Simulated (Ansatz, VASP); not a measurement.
# HfO2: VASP beside Ansatz, part 2 of 2

Wanted: the spread between two codes on one cell, functional and k mesh. Of the first pair: The two relaxations start from unlike cells of this crystal (the structure described is Ansatz's start), so only their ends are compared.

VASP 6.6.1 and Ansatz 0.2.0.

So far: The starting structure; VASP: relaxation of cell and atoms, BLYP with D3(BJ); Ansatz: relaxation of cell and atoms, BLYP with D3(BJ); Differences.

### Step 5. Ansatz: relaxation of cell and atoms, PBE with D3(BJ)

Level of this step: Ansatz beside VASP: Kohn-Sham DFT, plane waves, PBE with D3(BJ) (Ansatz).

The relaxed volume is the usual yardstick between codes: in a stiff, nearly cubic crystal its relative difference is about their pressure difference at one cell divided by the bulk modulus.

The cell is taken from a series of runs on this material, whose earlier steps may have relaxed, scaled, displaced or heated it; both programs get it as it stands.

The input, input.yaml:

```yaml
crystal:
  lattice:
    - [3.55801933, 0.0, 0.0]
    - [0.0, 3.55801933, 0.0]
    - [0.0, 0.0, 5.17186121]
  atoms:
    - { symbol: Hf, position: [0.5, 0.5, 0.5] }
    - { symbol: Hf, position: [0.0, 0.0, 0.0] }
    - { symbol: O, position: [0.0, 0.5, 0.69720788] }
    - { symbol: O, position: [0.5, 0.0, 0.80279212] }
    - { symbol: O, position: [0.5, 0.0, 0.30279212] }
    - { symbol: O, position: [0.0, 0.5, 0.19720788] }
kpoints:
  mp_grid: { grid: [6, 6, 4] }
hamiltonian:
  xc: pbe
  dispersion: d3bj
scf:
  occupations: { method: gaussian, width: 0.02 }
output:
  forces: true
  stress: true
  eigenvalues: true
relax:
  adjacent_minimum: "off"
  f_tol: 0.005
  max_steps: 60
  cell: { stress_tol: 0.03 }
```

Run with:

```console
$ ansatz run input.yaml --threads 8 --pin off --max-ram 16384MiB --backend cpu --events-out ev --progress --plain --runs-dir out
```

Numbers of over 12 decimals in the logs are rounded to 6 here.

Output:

```text
[...]
Crystal: 6 atoms, lattice volume = 65.473 Å³
Basis set: ecut = 420 eV, 1277 PW (Γ), exchange–correlation on 48×48×72 points (8 copies of the dense FFT grid, shifted against one another)
Bands: 46, of which v1, the nominal top of the filled ones, is band 38 counted from 1 (37 counted from 0)
Symmetry: 16 space group operations
[...]
k-points: 30 of 144
[...]
cell:  # Å, volume = 67.0778 Å³
    - [3.587358, 0, 0.0]
    - [0, 3.587358, 0.0]
    - [0.0, 0.0, 5.212297]
  atoms:
    - { symbol: Hf, position: [0.5, 0.5, 0.5] }
    - { symbol: Hf, position: [0, 0, 0] }
    - { symbol: O, position: [0, 0.5, 0.697429] }
    - { symbol: O, position: [0.5, 0, 0.802571] }
    - { symbol: O, position: [0.5, 0, 0.302571] }
    - { symbol: O, position: [0, 0.5, 0.197429] }
[key lines of the parts left out:]
SCF converged after 7 iterations
Free energy (F): -33724.421915 eV
Fermi energy:    17.084283 eV
P = ⅓ Tr σ = 0.0085 GPa (0.085 kbar)
```

### Step 6. VASP: relaxation of cell and atoms, PBE with D3(BJ)

The same cell, functional, mesh and smearing now go to VASP, with its own data sets.

The input, INCAR:

```
SYSTEM = HfO2
PREC = Accurate
ENCUT = 600
EDIFF = 1E-07
NELM = 120
ISMEAR = 0
SIGMA = 0.02
LREAL = .FALSE.
ALGO = Normal
GGA = PE
IVDW = 12
NBANDS = 28
LASPH = .TRUE.
LORBIT = 11
LWAVE = .FALSE.
LCHARG = .FALSE.
ISIF = 3
IBRION = 2
NSW = 80
EDIFFG = -0.005
GGA_COMPAT = .FALSE.
NELMIN = 4
EFERMI = MIDGAP
KPAR = 2
```

The input, POSCAR:

```
HfO2
1.0
    3.5580190000      0.0000000000      0.0000000000
    0.0000000000      3.5580190000      0.0000000000
    0.0000000000      0.0000000000      5.1718610000
Hf O
2 4
Direct
    0.5000001405      0.5000001405      0.5000000967
    0.0000000000      0.0000000000      0.0000000000
    0.0000000000      0.5000001405      0.6972078329
    0.5000001405      0.0000000000      0.8027920704
    0.5000001405      0.0000000000      0.3027921671
    0.0000000000      0.5000001405      0.1972079296
```

The input, KPOINTS:

```
Automatic mesh
0
Gamma
6 6 4
0 0 0
```

Potentials, in the order of the species: Hf_pv and O (PBE family, release 64).

Run with:

```console
$ mpirun -np 2 vasp_std
```

Output:

```text
[banner, memory and clock lines left out]
running    2 mpi-ranks, on    1 nodes
[...]
LDA part: xc-table for (Slater+PW92), standard interpolation
 POSCAR, INCAR and KPOINTS ok, starting setup
[...]
entering main loop
       N       E                     dE             d eps       ncg     rms          rms(c)
DAV:   1     0.276351710417E+03    0.27635E+03   -0.27761E+04  1680   0.176E+03
DAV:   2    -0.576833139362E+02   -0.33404E+03   -0.32632E+03  2196   0.402E+02
DAV:   3    -0.716010144967E+02   -0.13918E+02   -0.13881E+02  1980   0.759E+01
DAV:   4    -0.717390336056E+02   -0.13802E+00   -0.13792E+00  2264   0.837E+00
[...]
DAV:  14    -0.606769346112E+02   -0.44135E-06   -0.36059E-07  2040   0.375E-03    0.124E-02
DAV:  15    -0.606769344420E+02    0.16918E-06   -0.15313E-07  1724   0.235E-03    0.394E-04
DAV:  16    -0.606769344659E+02   -0.23888E-07   -0.95616E-09  1088   0.652E-04
   1 F= -.62108428E+02 E0= -.62108428E+02  d E =-.621084E+02
[... from here on, the cycles between the ionic steps are left out ...]
   2 F= -.62100243E+02 E0= -.62100243E+02  d E =0.818456E-02
   3 F= -.62114054E+02 E0= -.62114054E+02  d E =-.562638E-02
   4 F= -.62114053E+02 E0= -.62114053E+02  d E =-.562473E-02
   5 F= -.62114241E+02 E0= -.62114241E+02  d E =-.188461E-03
   6 F= -.62114599E+02 E0= -.62114599E+02  d E =-.546180E-03
   7 F= -.62114397E+02 E0= -.62114397E+02  d E =-.344092E-03
   8 F= -.62114678E+02 E0= -.62114678E+02  d E =-.625022E-03
   9 F= -.62114707E+02 E0= -.62114707E+02  d E =-.292422E-04
  10 F= -.62114749E+02 E0= -.62114749E+02  d E =-.708695E-04
  11 F= -.62114735E+02 E0= -.62114735E+02  d E =-.577622E-04
  12 F= -.62114724E+02 E0= -.62114724E+02  d E =0.116731E-04
  13 F= -.62114743E+02 E0= -.62114743E+02  d E =-.728884E-05
[...]
reached required accuracy - stopping structural energy minimisation
```

From OUTCAR (step 6):

```text
 Edisp (eV)   -1.42107

 Edisp (eV)   -1.42028

  Total       0.00375     0.00375    -0.00062     0.00000     0.00000    -0.00000
  in kB       0.09117     0.09117    -0.01514     0.00000     0.00000    -0.00000
  external pressure =        0.06 kB  Pullay stress =        0.00 kB

 POSITION                                       TOTAL-FORCE (eV/Angst)
 -----------------------------------------------------------------------------------
      1.78519      1.78519      2.58719         0.000000      0.000000      0.000000
      0.00000      0.00000      0.00000        -0.000000      0.000000      0.000000
      0.00000      1.78519      3.61901        -0.000000      0.000000      0.000059
      1.78519      0.00000      4.14256        -0.000000      0.000000     -0.000059
      1.78519      0.00000      1.55537         0.000000      0.000000     -0.000059
      3.57037      1.78519      1.03182        -0.000000      0.000000      0.000059
 -----------------------------------------------------------------------------------
    total drift:                               -0.001253     -0.001253     -0.000100

  FREE ENERGIE OF THE ION-ELECTRON SYSTEM (eV)
  ---------------------------------------------------
  free  energy   TOTEN  =       -62.1147426873 eV

  energy  without entropy=      -62.1147426873  energy(sigma->0) =      -62.11474269

[... 2 parts as in an earlier step ...]

[... 2 further parts left out ...]
[key lines of the parts left out:]
E-fermi :   5.8216
```

### Step 7. Side by side

What differs besides the data sets and the points named for the pairs above, as far as they apply: the data sets hold 76 valence electrons in Ansatz (on its default PAW (the set named soft_2) files) and 44 in VASP. Total energies have different zeros and are not compared.

Both answers:

```csv
quantity,Ansatz,VASP,difference
volume (Å³),67.08,65.96,+1.69 %
"edge a after relaxation, in the typed setting (Å)",3.587,3.570,+0.48 %
"edge c after relaxation, in the typed setting (Å)",5.212,5.174,+0.73 %
```

### Step 8. VASP: relaxation of cell and atoms, BLYP

The relaxed volume is the usual yardstick between codes: in a stiff, nearly cubic crystal its relative difference is about their pressure difference at one cell divided by the bulk modulus.

Edit INCAR of step 6 so:

```diff
@@ -9,4 +9,7 @@
 ALGO = Normal
-GGA = PE
-IVDW = 12
+GGA = B5
+ALDAX = 1
+AGGAX = 1
+AGGAC = 1
+ALDAC = 0
 NBANDS = 28
```

The input, POSCAR:

```
HfO2
1.0
    3.6225930592      0.0000000000      0.0000000000
    0.0000000000      3.6225930592      0.0000000000
    0.0000000000      0.0000000000      5.3266507507
Hf O
2 4
Direct
    0.5000001405      0.5000001405      0.5000000967
    0.0000000000      0.0000000000      0.0000000000
    0.0000000000      0.5000001405      0.6882131678
    0.5000001405      0.0000000000      0.8117867355
    0.5000001405      0.0000000000      0.3117868322
    0.0000000000      0.5000001405      0.1882132645
```

KPOINTS is that of step 6.

Run with:

```console
$ mpirun -np 2 vasp_std
```

Output:

```text
[banner, memory and clock lines left out]
running    2 mpi-ranks, on    1 nodes
[...]
[... a notice as in an earlier step ...]

 LDA part: xc-table for (Slater(with rela. corr.)+VWN5), standard interpolation
 POSCAR, INCAR and KPOINTS ok, starting setup
[...]
entering main loop
       N       E                     dE             d eps       ncg     rms          rms(c)
DAV:   1     0.288832118193E+03    0.28883E+03   -0.27692E+04  1680   0.175E+03
DAV:   2    -0.556614073846E+02   -0.34449E+03   -0.33487E+03  2128   0.408E+02
DAV:   3    -0.710392997484E+02   -0.15378E+02   -0.15338E+02  2008   0.800E+01
DAV:   4    -0.711976095477E+02   -0.15831E+00   -0.15817E+00  2288   0.892E+00
[...]
DAV:  13    -0.581177696775E+02   -0.15094E-05   -0.31063E-06  1976   0.121E-02    0.115E-02
DAV:  14    -0.581177699063E+02   -0.22882E-06   -0.20959E-07  1636   0.299E-03    0.699E-03
DAV:  15    -0.581177698286E+02    0.77681E-07   -0.43387E-08  1144   0.150E-03
   1 F= -.58117770E+02 E0= -.58117770E+02  d E =-.581178E+02
[...]
DAV:   2    -0.581177995919E+02    0.17065E-03   -0.82556E-04  1872   0.170E-01    0.518E-02
DAV:   3    -0.581177730665E+02    0.26525E-04   -0.33402E-05  1912   0.427E-02    0.301E-02
DAV:   4    -0.581177666595E+02    0.64070E-05   -0.21208E-05  2012   0.296E-02    0.281E-02
DAV:   5    -0.581177667287E+02   -0.69183E-07   -0.91524E-07  2124   0.574E-03
   2 F= -.58117767E+02 E0= -.58117767E+02  d E =0.309996E-05
 trial-energy change:    0.000003  1 .order   -0.000004   -0.000041    0.000033
 step:   0.4145(harm=  0.5550)  dis= 0.00002  next Energy=   -58.117778 (dE=-0.808E-05)
[...]
N       E                     dE             d eps       ncg     rms          rms(c)
DAV:   1    -0.581178387924E+02   -0.72133E-04   -0.18732E-03  1736   0.313E-01    0.112E-01
DAV:   2    -0.581177890479E+02    0.49745E-04   -0.24233E-04  1860   0.933E-02    0.277E-02
DAV:   3    -0.581177813137E+02    0.77341E-05   -0.89977E-06  1888   0.225E-02    0.137E-02
DAV:   4    -0.581177792257E+02    0.20880E-05   -0.67551E-06  1968   0.167E-02    0.140E-02
DAV:   5    -0.581177792484E+02   -0.22755E-07   -0.30297E-07  1668   0.339E-03
   3 F= -.58117779E+02 E0= -.58117779E+02  d E =-.941982E-05
[...]
reached required accuracy - stopping structural energy minimisation
```

From OUTCAR (step 8):

```text
  Total        0.0086843      0.0086843     -0.0139886      0.0000000      0.0000000      0.0000000
  in kB        0.1991213      0.1991213     -0.3207447      0.0000000      0.0000000      0.0000000
  external PRESSURE =       0.0258327 kB  Pullay stress =       0.0000000 kB

 POSITION                                       TOTAL-FORCE (eV/Angst)
 -----------------------------------------------------------------------------------
      1.81113      1.81113      2.66280         0.000000      0.000000      0.000000
      0.00000      0.00000      0.00000        -0.000000      0.000000      0.000000
      0.00000      1.81113      3.66517        -0.000000      0.000000      0.003850
      1.81113      0.00000      4.32322         0.000000      0.000000     -0.003850
      1.81113      0.00000      1.66043         0.000000      0.000000     -0.003850
      0.00000      1.81113      1.00237         0.000000      0.000000      0.003850
 -----------------------------------------------------------------------------------
    total drift:                               -0.001289     -0.001289     -0.000114

  FREE ENERGIE OF THE ION-ELECTRON SYSTEM (eV)
  ---------------------------------------------------
  free  energy   TOTEN  =       -58.1177792484 eV

  energy  without entropy=      -58.1177792484  energy(sigma->0) =      -58.11777925

[... 2 parts as in an earlier step ...]

[... 2 further parts left out ...]
[key lines of the parts left out:]
E-fermi :   5.6524
```

### Step 9. Ansatz: relaxation of cell and atoms, BLYP

Its own start cell and the same functional (in two slightly different forms), mesh and smearing now go to Ansatz, which takes its cutoff from its data sets.

The two relaxations start from unlike cells of this crystal (the structure described is Ansatz's start), so only their ends are compared.

Edit input.yaml of step 5 so:

```diff
@@ -15,4 +15,3 @@
 hamiltonian:
-  xc: pbe
-  dispersion: d3bj
+  xc: blyp
 scf:
```

Run with:

```console
$ ansatz run input.yaml --threads 8 --pin off --max-ram 16384MiB --backend cpu --events-out ev --progress --plain --runs-dir out
```

Output:

```text
[...]
Crystal: 6 atoms, lattice volume = 65.473 Å³
Basis set: ecut = 420 eV, 1277 PW (Γ), exchange–correlation on 48×48×72 points (8 copies of the dense FFT grid, shifted against one another)
Bands: 46, of which v1, the nominal top of the filled ones, is band 38 counted from 1 (37 counted from 0)
Symmetry: 16 space group operations
[...]
k-points: 30 of 144
[...]
cell:  # Å, volume = 70.8194 Å³
    - [3.635261, 0, 0.0]
    - [0, 3.635261, 0.0]
    - [0.0, 0.0, 5.358968]
  atoms:
    - { symbol: Hf, position: [0.5, 0.5, 0.5] }
    - { symbol: Hf, position: [0, 0, 0] }
    - { symbol: O, position: [0, 0.5, 0.686685] }
    - { symbol: O, position: [0.5, 0, 0.813315] }
    - { symbol: O, position: [0.5, 0, 0.313315] }
    - { symbol: O, position: [0, 0.5, 0.186685] }
[key lines of the parts left out:]
SCF converged after 7 iterations
Free energy (F): -33778.871376 eV
Fermi energy:    16.331946 eV
P = ⅓ Tr σ = 0.0129 GPa (0.129 kbar)
```

### Step 10. Differences

What differs besides the data sets and the points named for the pairs above, as far as they apply: the data sets hold 76 valence electrons in Ansatz (on its default PAW (the set named soft_2) files) and 44 in VASP. Total energies have different zeros and are not compared.

Both answers:

```csv
quantity,Ansatz,VASP,difference
volume (Å³),70.82,69.88,+1.35 %
"edge a after relaxation, in the typed setting (Å)",3.635,3.622,+0.36 %
"edge c after relaxation, in the typed setting (Å)",5.359,5.326,+0.63 %
```

### Step 11. Results

| Item | Value |
| --- | --- |
| difference in volume (relaxation of cell and atoms, BLYP with D3(BJ)) | 1.4 % |
| difference in volume (relaxation of cell and atoms, PBE with D3(BJ)) | 1.7 % |
| difference in volume (relaxation of cell and atoms, BLYP) | 1.4 % |

**Reading.** The difference in volume is 1.7 % (relaxation of cell and atoms, PBE with D3(BJ)), beyond the 1.2 % picked in this series as the mark of a large difference, as far as the stopping tolerances let one tell. The data sets hold unlike numbers of valence electrons (76 in Ansatz and 44 in VASP), so part of the differences comes from the potentials. What causes the difference of the relaxation of cell and atoms, BLYP with D3(BJ) pair stays open here. What causes the difference of the relaxation of cell and atoms, PBE with D3(BJ) pair stays open here. What causes the difference of the relaxation of cell and atoms, BLYP pair stays open here. 1 further run of this series is not shown here. How closely two codes agree says nothing of how well the functional describes the real material.

[Lines on the potential files, build, host, timing and source positions are cut from VASP's logs without a mark.]

[Logs are printed without paths, hosts, clocks, repeated set-up lines and the standing remarks that a program may print on its own settings, such as how far it seeks lower states.]

[Hosts, paths, dates, database ids (printed as entryN), source tags and the programs' standing remarks are cut or masked in the printed files.]
